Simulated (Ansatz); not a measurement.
## TiSe in Ansatz: the effect of functional

The system is TiSe.

```
Ti Se
1.0
     0.00000    3.10300    3.10300
     3.10300    0.00000    3.10300
     3.10300    3.10300    0.00000
Ti Se
1 1
Direct
  0.00000 0.00000 0.00000
  0.25000 0.25000 0.25000
```

The cell comes from a database or a generator and needn't be the stable form of this composition.

Alike in all runs:

| Property | Result |
| --- | --- |
| Program | Ansatz 0.2.0 |
| Task | projected density of states |
| Potentials or basis | Ansatz PAW |
| k mesh | 4 × 4 × 4 |
| Occupations | fermi-dirac, width 0.05 eV |
| Spin | no spin polarisation |

| functional | cutoff | pressure (GPa) |
| --- | --- | --- |
| LDA | 420 eV (not typed: the program's choice for these potentials) | -13.2 |
| PBEsol | 420 eV (not typed: the program's choice for these potentials) | -11.8 |
| r2SCAN | 500 eV (not typed: the program's choice for these potentials) | ? |
| HSE06 | 420 eV (not typed: the program's choice for these potentials) | -11.8 |
| PBE0 | 420 eV (not typed: the program's choice for these potentials) | -12.0 |
| r2SCAN0 | 500 eV (not typed: the program's choice for these potentials) | -12.7 |

**Question.** What does the run with functional r2SCAN give?

**Answer.** Pressure -11.1 GPa.

Caveats: all runs use coarse meshes; the PAW data sets come from PBE, with cores solved anew for the run's functional, which leaves a small shift of forces and pressure; the density of states is complete only up to the lowest level of the last band computed; the thresholds are loose for stress (some runs).
